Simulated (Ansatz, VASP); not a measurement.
**Two plane-wave programs on Hf3B2**

The input INCAR:

```
SYSTEM = Hf3B2
  ALGO = Normal
  EDIFF = 1E-6
  ENCUT = 520
  GGA = PE
  ISIF = 2
  ISMEAR = 0
  LASPH = .True.
  LCHARG = .False.
  LREAL = .False.
  LWAVE = .False.
  NBANDS = 26
  NELM = 100
  PREC = Accurate
  SIGMA = 0.1
```

File KPOINTS:

```
k-points
0
Gamma
  6 6 4
  0 0 0
```

The input POSCAR:

```
Hf3B2
1.0
    3.9862073400      0.0000000000      0.0000000000
   -1.9931036700      3.4521568200      0.0000000000
    0.0000000000      0.0000000000      4.8349337300
Hf B
3 2
Direct
    0.6666666700      0.3333333300      0.3600405200
    0.3333333300      0.6666666700      0.6399594800
    0.0000000000      0.0000000000      0.0000000000
    0.6666666700      0.3333333300      0.8575603400
    0.3333333300      0.6666666700      0.1424396600
```

Input for Ansatz:

```yaml
crystal:
  lattice:
    - [3.98620734, 0.0, 0.0]
    - [-1.99310367, 3.45215682, 0.0]
    - [0.0, 0.0, 4.83493373]
  atoms:
    - { symbol: Hf, position: [0.66666667, 0.33333333, 0.36004052] }
    - { symbol: Hf, position: [0.33333333, 0.66666667, 0.63995948] }
    - { symbol: Hf, position: [0.0, 0.0, 0.0] }
    - { symbol: B, position: [0.66666667, 0.33333333, 0.85756034] }
    - { symbol: B, position: [0.33333333, 0.66666667, 0.14243966] }
basis:
  ecutwfc: 420
kpoints:
  mp_grid: { grid: [6, 6, 4] }
hamiltonian:
  xc: pbe
scf:
  occupations: { method: gaussian, width: 0.1 }
  lower_state_search: "off"
output:
  forces: true
  stress: true
  eigenvalues: true
```

Change from the starting cell: species swapped into the Ga3Ni2 type (P-3m1, No. 164).

Alike in both runs: task single point; functional PBE; k mesh 6 × 6 × 4; occupations gaussian, width 0.1 eV; no spin polarisation.

```csv
,VASP,Ansatz
version,VASP 6.6.1,Ansatz 0.2.0
potentials or method,"VASP PAW PBE potentials, release 64 (Hf_pv, B)","scalar-relativistic, plane waves, PAW"
plane-wave cutoff (eV),520,420
valence electrons in the cell,36,84
```

```csv
,VASP,Ansatz,Ansatz less VASP
gap on the k mesh at the Fermi level (eV),none,none,-
rms of the force components (eV/Å),1.097,1.094,-0.0024
```

Atom by atom the forces differ by 0.018 eV/Å (rms over components). A gap of «none» marks a metal or a gap that the smearing closes. With one functional, cell and mesh, what is left measures potentials, basis and numerics. The two sets of potentials don't hold the same shells in valence.

Caveats: forces of over 1 eV/Å show positions far from the minimum, so gaps and moduli don't describe the material at rest. The runs have no spin-orbit coupling, so splittings on Hf are missing.
